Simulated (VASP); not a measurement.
# C (Fd-3m) in VASP: further runs

Aim: see how the results for C move with the level of theory and the settings. Levels: LDA, PBE. Tasks: elastic constants, Born charges and dielectric tensor, phonons.

Everything below comes from runs of VASP 6.6.1. Logs are shortened: lines on timing, memory, paths and dates and some standing lists are left out, and cuts for length are marked.

### 1 Starting point

It takes space group Fd-3m (No. 227, cubic). The conventional cell has a = 3.567 Å, b = 3.567 Å, c = 3.567 Å, α = 90.00°, β = 90.00°, γ = 90.00°. Around C (site symmetry -43m) lie 4 C at 1.54 Å.

This isn't the form of C at room conditions, which is graphite.

### 2 Elastic constants, LDA

Contents of POSCAR:

```
C
1.0
    0.0000000000      1.7833700000      1.7833700000
    1.7833700000      0.0000000000      1.7833700000
    1.7833700000      1.7833700000      0.0000000000
C
2
Direct
    0.7500000000      0.7500000000      0.7500000000
    0.5000000000      0.5000000000      0.5000000000
```

Contents of INCAR.step1:

```
SYSTEM = C
ALGO = Normal ; EDIFF = 1E-8
EDIFFG = -0.002 ; ENCUT = 600
IBRION = 2 ; ISIF = 3
ISMEAR = -1 ; LASPH = .True.
LCHARG = .False. ; LREAL = .False.
LWAVE = .False. ; NELM = 100
NSW = 40 ; PREC = Accurate
SIGMA = 0.05
```

Contents of INCAR.step2:

```
SYSTEM = C
ALGO = Normal ; EDIFF = 1E-8
ENCUT = 600 ; IBRION = 6
ISIF = 3 ; ISMEAR = -1
LASPH = .True. ; LCHARG = .False.
LREAL = .False. ; LWAVE = .False.
NELM = 100 ; NFREE = 2
NSW = 1 ; POTIM = 0.015
PREC = Accurate ; SIGMA = 0.05
```

Contents of KPOINTS:

```
k-points
0
Gamma
  10 10 10
  0 0 0
```

Potentials or basis: VASP PAW LDA potentials, release 64 (C).

The run is started by

```console
$ cat potpaw_LDA.64/C/POTCAR > POTCAR
$ cp INCAR.step1 INCAR
$ mpirun -np 1 vasp_std > vasp.out
$ cp CONTCAR POSCAR
$ cp INCAR.step2 INCAR
$ mpirun -np 1 vasp_std > vasp.out
```

OUTCAR:

```text
SYSTEM = C
   EDIFF = 1E-8
   ENCUT = 600
   IBRION = 6
   ISIF = 3
   ISMEAR = -1
   LASPH = .True.
   LREAL = .False.
   NELM = 100
   NFREE = 2
   NSW = 1
   POTIM = 0.015
   PREC = Accurate

 ion  position               nearest neighbor table
   1  0.750  0.750  0.750-   2 1.53   2 1.53   2 1.53   2 1.53
   2  0.500  0.500  0.500-   1 1.53   1 1.53   1 1.53   1 1.53

  LATTYP: Found a face centered cubic cell.
 ALAT       =     3.5336491608

  Lattice vectors:

 A1 = (   0.0000000000,   1.7668245804,   1.7668245804)
 A2 = (   1.7668245804,   0.0000000000,   1.7668245804)
 A3 = (   1.7668245804,   1.7668245804,   0.0000000000)

Analysis of symmetry for initial positions (statically):
=====================================================================
 Subroutine PRICEL returns:
 Original cell was already a primitive cell.

 Routine SETGRP: Setting up the symmetry group for a
 face centered cubic supercell.

 Subroutine GETGRP returns: Found 48 space group operations
 (whereof 24 operations were pure point group operations)
 out of a pool of 48 trial point group operations.

The static configuration has the point symmetry T_d .
 The point group associated with its full space group is O_h .

Analysis of symmetry for dynamics (positions and initial velocities):
=====================================================================
 Subroutine PRICEL returns:
 Original cell was already a primitive cell.

 Routine SETGRP: Setting up the symmetry group for a
 face centered cubic supercell.

 Subroutine GETGRP returns: Found 48 space group operations
 (whereof 24 operations were pure point group operations)
 out of a pool of 48 trial point group operations.

The dynamic configuration has the point symmetry T_d .
[... 356 lines left out ...]
      6      15.7528      0.00000
      7      15.9658      0.00000
      8      24.3342      0.00000
[... 243 lines left out ...]
 k-point    24 :       0.4000    0.3000    0.0000
  band No.  band energies     occupation
      1      -6.8804      2.00000
      2       2.0477      2.00000
      3       4.0804      2.00000
      4       4.6393      2.00000
      5      14.9473      0.00000
      6      18.1897      0.00000
      7      24.4551      0.00000
      8      24.5036      0.00000

 [... further k-points ...]

------------------------ aborting loop because EDIFF is reached ----------------------------------------

  FORCE on cell =-STRESS in cart. coord.  units (eV):
  Direction    XX          YY          ZZ          XY          YZ          ZX
  --------------------------------------------------------------------------------------
  -------------------------------------------------------------------------------------
  Total        0.0078067      0.0123656      0.0123656      0.0000000      0.0636564      0.0000000
  in kB        1.1338833      1.7960349      1.7960349      0.0000000      9.2457555      0.0000000
  external PRESSURE =       1.5753177 kB  Pullay stress =       0.0000000 kB
[... 17 lines left out ...]
  FREE ENERGIE OF THE ION-ELECTRON SYSTEM (eV)
  ---------------------------------------------------
  free  energy   TOTEN  =       -20.2478195403 eV

  energy  without entropy=      -20.2478195403  energy(sigma->0) =      -20.24781954

 INTERNAL STRAIN TENSORS FROM STRAINED CELLS
 ============================================

 INTERNAL STRAIN TENSOR FOR ION    1 for displacements in x,y,z  (eV/Angst):
          X           Y           Z          XY          YZ          ZX
  --------------------------------------------------------------------------------
  x     0.00000     0.00000     0.00000     0.00000    -4.24737     0.00000
  y    -0.00000     0.00000     0.00000     0.00000     0.00000    -4.24719
  z    -0.00000    -0.00000    -0.00000    -4.24810    -0.00000     0.00000

 INTERNAL STRAIN TENSORS FROM DISPLACED ATOMS
 ============================================

 INTERNAL STRAIN TENSOR FOR ION    1 for displacements in x,y,z  (eV/Angst):
          X           Y           Z          XY          YZ          ZX
  --------------------------------------------------------------------------------
  x    -0.00000     0.00000     0.00000     0.00000    -4.24607     0.00000
  y    -0.00000    -0.00000    -0.00000     0.00000     0.00000    -4.24607
  z     0.00000     0.00000    -0.00000    -4.24607     0.00000     0.00000

 INTERNAL STRAIN TENSOR FOR ION    2 for displacements in x,y,z  (eV/Angst):
          X           Y           Z          XY          YZ          ZX
  --------------------------------------------------------------------------------
  x     0.00000    -0.00000    -0.00000     0.00000     4.24607     0.00000
  y     0.00000     0.00000     0.00000     0.00000     0.00000     4.24607
  z    -0.00000    -0.00000     0.00000     4.24607     0.00000     0.00000

 Eigenvectors and eigenvalues of the dynamical matrix
 ----------------------------------------------------

   1 f  =   39.696895 THz   249.422948 2PiTHz 1324.145892 cm-1   164.173093 meV
             X         Y         Z           dx          dy          dz
      2.650237  2.650237  2.650237     0.000000   -0.707107    0.000000
      1.766825  1.766825  1.766825     0.000000    0.707107    0.000000
[... 21 lines left out ...]
   6 f  =    0.000000 THz     0.000000 2PiTHz    0.000000 cm-1     0.000000 meV
             X         Y         Z           dx          dy          dz
      2.650237  2.650237  2.650237     0.000000    0.000000    0.707107
      1.766825  1.766825  1.766825     0.000000    0.000000    0.707107

--------------------------------------------------------------------------------------------------------

 ELASTIC MODULI CONTR FROM IONIC RELAXATION (kBar)
 Direction    XX          YY          ZZ          XY          YZ          ZX
 --------------------------------------------------------------------------------
 XX          -0.0000     -0.0000      0.0000      0.0000     -0.0000     -0.0000
 YY          -0.0000     -0.0000     -0.0000      0.0000      0.0000     -0.0000
 ZZ           0.0000     -0.0000     -0.0000     -0.0000      0.0000     -0.0000
 XY           0.0000      0.0000     -0.0000    -67.6259      0.0000      0.0000
 YZ          -0.0000      0.0000      0.0000      0.0000    -67.6259      0.0000
 ZX          -0.0000     -0.0000     -0.0000      0.0000      0.0000    -67.6259
 --------------------------------------------------------------------------------

 TOTAL ELASTIC MODULI (kBar)
 Direction    XX          YY          ZZ          XY          YZ          ZX
 --------------------------------------------------------------------------------
 XX       11002.1052   1479.1985   1479.1985     -0.0000     -0.0000      0.0000
 YY        1479.1985  11002.1052   1479.1985     -0.0000      0.0000     -0.0000
 ZZ        1479.1985   1479.1985  11002.1052      0.0000     -0.0000     -0.0000
 XY          -0.0000     -0.0000      0.0000   5921.9103      0.0000      0.0000
 YZ          -0.0000      0.0000     -0.0000      0.0000   5921.9103      0.0000
 ZX           0.0000     -0.0000     -0.0000      0.0000      0.0000   5921.9103
 --------------------------------------------------------------------------------
```

It took 71 s on 1 thread of Intel Xeon 6975P-C (Granite Rapids), shared host; peak memory 0.15 GiB.

What came out:

```
Relaxed volume                         : 5.52 Å³/atom
Relaxed cell                           : a = 2.499 Å, b = 2.499 Å, c = 2.499 Å, α = 60.00°, β = 60.00°, γ = 60.00°
Space group after relaxing (to 0.05 Å) : Fd-3m (No. 227)
Elastic constants C11, C12, C44        : 1100, 148, 592 GPa
Voigt bulk modulus                     : 465 GPa
Highest phonon frequency at Γ          : 1324 cm⁻¹
```

Step by step:
| step | energy change (eV) | largest force (eV/Å) | pressure (GPa) | volume (Å³) |
| --- | --- | --- | --- | --- |
| 1 | 0.0000 | 0.0000 | -12.37 | 11.34 |
| 2 | 0.0089 | 0.0000 | 17.94 | 10.64 |
| 3 | -0.0123 | 0.0000 | -0.11 | 11.03 |
| 4 | -0.0123 | 0.0000 | 0.15 | 11.03 |
| 5 | -0.0123 | 0.0000 | -0.16 | 11.03 |
| 6 | -0.0123 | 0.0000 | 0.00 | 11.03 |

Final structure:
```
C
1.0
     0.00000    1.76682    1.76682
     1.76682    0.00000    1.76682
     1.76682    1.76682    0.00000
C
2
Direct
  0.75000 0.75000 0.75000
  0.50000 0.50000 0.50000
```

Phonon frequencies in cm⁻¹ (negative: imaginary):
```csv
q point,frequencies
"(0.000, 0.000, 0.000)",0 0 0 1324 1324 1324
```

Elastic tensor in Voigt notation (GPa, in the Cartesian axes of the cell as first typed):
```
1100  148  148    0    0    0
 148 1100  148    0    0    0
 148  148 1100    0    0    0
   0    0    0  592    0    0
   0    0    0    0  592    0
   0    0    0    0    0  592
```

Clamped-ion elastic tensor (GPa):
```
1100  148  148    0    0    0
 148 1100  148    0    0    0
 148  148 1100    0    0    0
   0    0    0  599    0    0
   0    0    0    0  599    0
   0    0    0    0    0  599
```

### 3 Born charges and dielectric tensor, LDA

Contents of INCAR:

```
SYSTEM = C
  PREC = Accurate
  ENCUT = 520
  EDIFF = 1E-8
  ISMEAR = -1
  SIGMA = 0.05
  LREAL = .False.
  LASPH = .True.
  NELM = 100
  ALGO = Normal
  ISIF = 2
  LWAVE = .False.
  LCHARG = .False.
  GGA = CA
  LEPSILON = .True.
  IBRION = 8
```

Contents of KPOINTS:

```
Automatic mesh
0
Gamma
  13 13 13
  0 0 0
```

POSCAR is that of step 2.

Potentials or basis: VASP PAW LDA potentials, release 64 (C).

The run is started by

```console
$ cat potpaw_LDA.64/C/POTCAR > POTCAR
$ mpirun -np 1 vasp_std > vasp.out
```

OUTCAR:

```text
SYSTEM = C
   PREC = Accurate
   ENCUT = 520
   EDIFF = 1E-8
   ISMEAR = -1
   LREAL = .False.
   LASPH = .True.
   NELM = 100
   ISIF = 2
   GGA = CA
   LEPSILON = .True.
   IBRION = 8

 ion  position               nearest neighbor table
   1  0.750  0.750  0.750-   2 1.54   2 1.54   2 1.54   2 1.54
   2  0.500  0.500  0.500-   1 1.54   1 1.54   1 1.54   1 1.54

  LATTYP: Found a face centered cubic cell.
 ALAT       =     3.5667400000

  Lattice vectors:

 A1 = (   0.0000000000,   1.7833700000,   1.7833700000)
 A2 = (   1.7833700000,   0.0000000000,   1.7833700000)
 A3 = (   1.7833700000,   1.7833700000,   0.0000000000)

Analysis of symmetry for initial positions (statically):
=====================================================================
 Subroutine PRICEL returns:
 Original cell was already a primitive cell.

 Routine SETGRP: Setting up the symmetry group for a
 face centered cubic supercell.
[... 558 lines left out ...]

 SECOND DERIVATIVES (NOT SYMMETRIZED)
 ------------------------------------
               1X          1Y          1Z          2X          2Y          2Z
  1X   -36.590252    0.000000    0.000000   36.590252    0.000000    0.000000
  1Y     0.000000  -36.590252    0.000000    0.000000   36.590252    0.000000
  1Z     0.000000    0.000000  -36.590252    0.000000    0.000000   36.590252
  2X    36.590252    0.000000    0.000000  -36.590252    0.000000    0.000000
  2Y     0.000000   36.590252    0.000000    0.000000  -36.590252    0.000000
  2Z     0.000000    0.000000   36.590252    0.000000    0.000000  -36.590252

 Eigenvectors and eigenvalues of the dynamical matrix
 ----------------------------------------------------

   1 f  =   38.588584 THz   242.459223 2PiTHz 1287.176603 cm-1   159.589487 meV
             X         Y         Z           dx          dy          dz
      2.675055  2.675055  2.675055     0.000000   -0.707107    0.000000
      1.783370  1.783370  1.783370     0.000000    0.707107    0.000000
[... 21 lines left out ...]
   6 f  =    0.000000 THz     0.000000 2PiTHz    0.000000 cm-1     0.000000 meV
             X         Y         Z           dx          dy          dz
      2.675055  2.675055  2.675055     0.000000    0.000000    0.707107
      1.783370  1.783370  1.783370     0.000000    0.000000    0.707107

--------------------------------------------------------------------------------------------------------

 MACROSCOPIC STATIC DIELECTRIC TENSOR IONIC CONTRIBUTION
 ------------------------------------------------------
           0.000000     0.000000    -0.000000
           0.000000     0.000000    -0.000000
          -0.000000    -0.000000     0.000000
 ------------------------------------------------------

 ELASTIC MODULI CONTR FROM IONIC RELAXATION (kBar)
 Direction    XX          YY          ZZ          XY          YZ          ZX
 --------------------------------------------------------------------------------
 XX          -0.0000      0.0000      0.0000     -0.0000      0.0000      0.0000
 YY           0.0000     -0.0000      0.0000     -0.0000     -0.0000     -0.0000
 ZZ           0.0000      0.0000     -0.0000      0.0000     -0.0000      0.0000
 XY          -0.0000     -0.0000      0.0000    -27.7520      0.0000      0.0000
 YZ           0.0000     -0.0000     -0.0000      0.0000    -27.7520      0.0000
 ZX           0.0000     -0.0000      0.0000      0.0000      0.0000    -27.7520
 --------------------------------------------------------------------------------

 PIEZOELECTRIC TENSOR IONIC CONTR  for field in x, y, z        (C/m^2)
          XX          YY          ZZ          XY          YZ          ZX
  --------------------------------------------------------------------------------
  x     0.00000    -0.00000    -0.00000     0.00000    -0.00000     0.00000
  y     0.00000    -0.00000     0.00000     0.00000     0.00000    -0.00000
  z    -0.00000    -0.00000     0.00000    -0.00000     0.00000     0.00000
```

stdout:

```text
POSCAR found type information on POSCAR C
 POSCAR found :  1 types and       2 ions
 scaLAPACK will be used
 LDA part: xc-table for (Slater(with rela. corr.)+CA(PZ))
 , standard interpolation
 POSCAR, INCAR and KPOINTS ok, starting setup
 FFT: planning ... GRIDC
 FFT: planning ... GRID_SOFT
 FFT: planning ... GRID
[... 21 lines left out ...]
 Linear response to external field, progress :
  Direction:   2
 dielectric tensor                  component  2 :     1.219     5.805     0.018
 Linear response to external field, progress :
  Direction:   3
 dielectric tensor                  component  3 :     0.233     1.005     5.805
 Linear response DOF=           1
 Linear response progress:
 first order change of Fermi-energy   0.52872E-04
 force on displaced ion       1 direction 1 : -36.590  -0.000  -0.000
 Born effective charge ion    1 direction 1 :  -0.000   0.000   0.000
 Born effective charges drift removed
 Linear response finished
```

Wall time 50 s (1 thread of Intel Xeon 6975P-C (Granite Rapids), shared host); peak memory 0.19 GiB.

What came out:

| Property | Result |
| --- | --- |
| Band gap on the k mesh | 4.11 eV, indirect (least direct gap 5.54 eV) |
| Electronic dielectric tensor (diagonal) | 5.80 |
| Born charges (mean of the diagonal) | C +0.00 e |
| Highest phonon frequency at Γ | 1287 cm⁻¹ |

Phonon frequencies in cm⁻¹ (negative: imaginary):
| q point | frequencies |
| --- | --- |
| (0.000, 0.000, 0.000) | 0 0 0 1287 1287 1287 |

Electronic dielectric tensor:
```
5.80 0.00 0.00
0.00 5.80 0.00
0.00 0.00 5.80
```

Born effective charge tensors (e):
atom 1, C
```
0.00 0.00 0.00
0.00 0.00 0.00
0.00 0.00 0.00
```
atom 2, C
```
0.00 0.00 0.00
0.00 0.00 0.00
0.00 0.00 0.00
```

Caveat: an odd mesh through Γ misses points on the zone boundary, where band edges often lie.

[end of part 1 of 2]
